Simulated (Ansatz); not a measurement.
## Abstraction of Cl: C4H9Cl + SnH2Cl → C4H9 + SnH2Cl2

Species: C4H9Cl `CCCCCl`, singlet; SnH2Cl `[Cl][SnH2]`, doublet; C4H9 (1-butyl radical) `[CH2]CCC`, doublet; SnH2Cl2 `[Cl][SnH2][Cl]`, singlet. A radical takes Cl: the energy is the difference in strength between the C–Cl bond broken and the Sn–Cl bond made.

Shapes, held fixed at every level: PBE0-D4/def2-TZVP. Flexible molecules stand in one conformer, not always the lowest. Programs: Ansatz 0.2.0. The zero-point and thermal change to 298 K, harmonic and unscaled (PBE0-D4/def2-TZVP), is -8.2 kJ/mol.

```json
{"level": "MP2/def2-SVP", "kind": "perturbation theory", "ΔH(298 K) (kJ/mol)": "-23.1", "CPU time (sum over the molecules)": "–"}
{"level": "MP2/def2-TZVPP", "kind": "perturbation theory", "ΔH(298 K) (kJ/mol)": "-23.8", "CPU time (sum over the molecules)": "–"}
{"level": "r2SCAN-D4/def2-TZVPP", "kind": "meta-GGA", "ΔH(298 K) (kJ/mol)": "-36.3", "CPU time (sum over the molecules)": "57 s"}
{"level": "B3LYP-D4/def2-TZVPP", "kind": "global hybrid", "ΔH(298 K) (kJ/mol)": "-26.3", "CPU time (sum over the molecules)": "64 s"}
{"level": "PBE0-D4/def2-TZVPP", "kind": "global hybrid", "ΔH(298 K) (kJ/mol)": "-25.7", "CPU time (sum over the molecules)": "47 s"}
{"level": "r2SCAN0-D4/def2-TZVPP", "kind": "global hybrid", "ΔH(298 K) (kJ/mol)": "-38.9", "CPU time (sum over the molecules)": "76 s"}
{"level": "B2PLYP/def2-TZVPP", "kind": "double hybrid", "ΔH(298 K) (kJ/mol)": "-29.2", "CPU time (sum over the molecules)": "77 s"}
```

B2PLYP/def2-TZVPP gives ΔH(298 K) = -29.2 kJ/mol; the levels span -38.9 to -23.1. The median of the levels is -26.3. No measured value is set beside it here. Open shells run unrestricted. For atoms past krypton def2 sets carry core potentials with scalar relativity. Outer-core shells of Sn are correlated, in sets that cover them unevenly. Times are processor times on shared x86 and Arm servers, and rough.
